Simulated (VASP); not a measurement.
## TiTe: phonons with PBEsol

Crystal: TiTe.

```
Ti Te
1.0
     0.00000    3.31060    3.31060
     3.31060    0.00000    3.31060
     3.31060    3.31060    0.00000
Ti Te
1 1
Direct
  0.00000 0.00000 0.00000
  0.25000 0.25000 0.25000
```

The cell comes from a database or a generator and needn't be the stable form of this composition.

- Program: VASP 6.6.1
- Task: phonons
- Functional: PBEsol
- Potentials or basis: VASP PAW PBE potentials, release 64 (Ti_sv, Te)
- Cutoff: 600 eV
- k mesh: 5 × 5 × 5
- Occupations: gaussian, width 0.02 eV
- Spin: no spin polarisation
- Further INCAR settings: ALGO = Normal; EDIFF = 1e-08; IBRION = 8; NSW = 1

The relaxed volume is 29.27 Å³/atom, the relaxed cell is a = 4.358 Å, b = 4.358 Å, c = 4.358 Å, α = 60.00°, β = 60.00°, γ = 60.00° and the space group after relaxing (to 0.05 Å) is F-43m (No. 216). The highest phonon frequency at Γ, LO-TO splitting left out is 241 cm⁻¹.

Step by step:
```
step  energy change (eV)  largest force (eV/Å)  pressure (GPa)  volume (Å³)
   1              0.0000                0.0000           -8.05        72.57
   2             -0.3855                0.0000            4.19        55.06
   3             -0.4285                0.0000            0.03        58.51
   4             -0.4284                0.0000           -0.24        58.77
   5             -0.4284                0.0000           -0.23        58.77
   6             -0.4284                0.0000           -0.20        58.74
   7             -0.4284                0.0000           -0.21        58.74
   8             -0.4284                0.0000           -0.20        58.74
   9             -0.4284                0.0000           -0.20        58.74
  10             -0.4284                0.0000           -0.20        58.73
  11             -0.4284                0.0000           -0.19        58.72
  12             -0.4285                0.0000           -0.17        58.70
  13             -0.4285                0.0000           -0.13        58.67
  14             -0.4285                0.0000           -0.05        58.59
  15             -0.4285                0.0000            0.10        58.45
  16             -0.4285                0.0000            0.00        58.54
```

Final structure:
```cif
data_structure
_symmetry_space_group_name_H-M 'P 1'
_symmetry_Int_Tables_number 1
_cell_length_a 4.3584
_cell_length_b 4.3584
_cell_length_c 4.3584
_cell_angle_alpha 60.000
_cell_angle_beta 60.000
_cell_angle_gamma 60.000
_cell_volume 58.54
loop_
_atom_site_label
_atom_site_type_symbol
_atom_site_fract_x
_atom_site_fract_y
_atom_site_fract_z
_atom_site_occupancy
Ti1 Ti 0.00000 0.00000 0.00000 1
Te1 Te 0.25000 0.25000 0.25000 1
```

Phonon frequencies in cm⁻¹ (negative: imaginary):
```tsv
q point	frequencies
(0.000, 0.000, 0.000)	0 0 0 241 241 241
```

Wall time 5.8 min on 1 thread of Intel(R) Xeon(R) Platinum 8559C (Emerald Rapids), with other jobs on the host, peak memory 0.28 GiB.

Caveat: the volume moved by over 15 % at a fixed basis, so the end points are rough; the PAW data sets were made with another functional, which shifts forces and pressure a little. The run has no spin-orbit coupling, so splittings on Te are missing.
